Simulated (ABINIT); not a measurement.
TiCo in ABINIT: the effect of functional

Crystal: TiCo.

```xyz
2
Lattice="2.9861 0.0000 0.0000 0.0000 2.9861 0.0000 0.0000 0.0000 2.9861" Properties=species:S:1:pos:R:3 pbc="T T T"
Co    1.4931    1.4931    1.4931
Ti    0.0000    0.0000    0.0000
```

The cell comes from a database or a generator and needn't be the stable form of this composition.

Alike in all runs:

- Program: ABINIT 10.8.3 (patched build)
- Task: single point
- Potentials or basis: JTH PAW PBE v2.0
- Cutoff: 844 eV
- k mesh: 9 × 9 × 9
- Occupations: fermi-dirac, width 0.05 eV
- Spin: collinear spin, ferromagnetic start
- Starting moments: [2.0, 1.0] μB

One run gave: pressure 3.8 GPa; moment 0.84 μB. Which functional did it use?
A. PBE
B. PBEsol
C. WC
D. RPBE
E. PW91

D.

```csv
functional,pressure (GPa),moment (μB)
PBE,-0.6,0.82
LDA,-14.2,0.48
PBEsol,-8.0,0.70
RPBE,3.8,0.84
revPBE,2.6,0.83
PW91,-1.1,0.81
WC,-7.2,0.74
```

Caveats: small starting moments can end in a higher magnetic state in this program; the PAW data sets were made with another functional, which shifts forces and pressure a little (some runs).
